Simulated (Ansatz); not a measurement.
Rh: from a trial structure to a relaxed crystal

Computed with DFT PBE, scalar-relativistic, plane waves, PAW (Ansatz). Cutoff 420 eV, Γ-centred k mesh, Gaussian smearing, no spin polarisation in the final step.

The start puts Rh on the sites of a reported C cell (P6_3mc, No. 186), at a guessed volume.

```yaml
crystal:
  lattice:
    - [2.93306, 0.00000, 0.00000]
    - [-1.46653, 2.54010, 0.00000]
    - [0.00000, 0.00000, 8.06294]
  atoms:
    - { symbol: Rh, position: [0.00000, 0.00000, 0.00000] }
    - { symbol: Rh, position: [0.00000, 0.00000, 0.50000] }
    - { symbol: Rh, position: [0.33333, 0.66667, 0.00500] }
    - { symbol: Rh, position: [0.66667, 0.33333, 0.50500] }
```

Cell and atoms relax at zero pressure; the relaxation can't lower the symmetry of the start. After a coarse first stage the cell is made exact in the group found at 0.06 Å.

Energies count from the standard state of Rh at the same level.

Task: What does it relax into?

Result: It ends in P6_3/mmc (No. 194). Conventional cell: a = 3.779 Å, c = 5.345 Å. Rh on Wyckoff site a (2 atoms of the primitive cell) is coordinated by 8 Rh at 2.56–2.67 Å; Rh on Wyckoff site d (2 atoms of the primitive cell) is coordinated by 6 Rh at 2.56 Å.

```cif
data_structure
_symmetry_space_group_name_H-M 'P6_3/mmc'
_symmetry_Int_Tables_number 194
_cell_length_a 3.7787
_cell_length_b 3.7787
_cell_length_c 5.3453
_cell_angle_alpha 90.000
_cell_angle_beta 90.000
_cell_angle_gamma 120.000
_cell_volume 66.10
loop_
_atom_site_label
_atom_site_type_symbol
_atom_site_symmetry_multiplicity
_atom_site_Wyckoff_symbol
_atom_site_fract_x
_atom_site_fract_y
_atom_site_fract_z
_atom_site_occupancy
Rh1 Rh 2 a 0.00000 0.00000 0.00000 1
Rh2 Rh 2 d 0.33333 0.66667 0.75000 1
```

Task: What are its volume, energy, density and gap?

Result: The volume per atom is 16.52 Å³ and the density is 10.34 g/cm³. The energy over the standard structure is 0.63 eV/atom and the gap on the 15×15×10 mesh is 0 eV (a metal).

The final run used a 15×15×10 mesh on its 4-atom cell and 0.10 eV smearing. For metals, differences of a few meV/atom aren't resolved. Symmetry constrained the relaxation, so the result can be a saddle point. The steps took about 5 core-minutes in all.